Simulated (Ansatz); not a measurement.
Crystal: ZrS2.

```
Zr S
1.0
     3.69138    0.00000    0.00000
    -1.84569    3.19683    0.00000
     0.00000    0.00000    6.04108
Zr S
1 2
Direct
  0.00000 0.00000 0.00000
  0.33333 0.66667 0.23791
  0.66667 0.33333 0.76209
```

The cell is a database's computed one.

Base run:

- Program: Ansatz 0.2.0
- Functional: PBE
- Potentials or basis: JTH PAW
- Cutoff: 990 eV (not typed: the program's choice for these potentials)
- k mesh: 8 × 8 × 5
- Occupations: fermi-dirac, width 0.05 eV
- Spin: no spin polarisation

Its results: band gap on the k mesh 1.05 eV, indirect (least direct gap 1.64 eV); pressure 0.4 GPa; largest force 0.033 eV/Å.

Task: The run is repeated on the same cell with these changes: potentials or basis from JTH PAW to Ansatz PAW; cutoff from 990 eV (not typed: the program's choice for these potentials) to 250 eV. What comes out?

Result: Band gap on the k mesh 1.05 eV, indirect (least direct gap 1.63 eV); pressure 1.0 GPa; largest force 0.111 eV/Å.

Caveats: this functional lacks dispersion, which binds the layers, so the pressure and a relaxed spacing across them are unreliable; odd divisions of the mesh miss points on the zone boundary, where band edges often lie, so the gap on the mesh can be too wide (some runs); the pressure holds a Pulay correction of +4.8 GPa for the finite cutoff (some runs); the cutoff lies under the one recommended for these potentials (some runs).
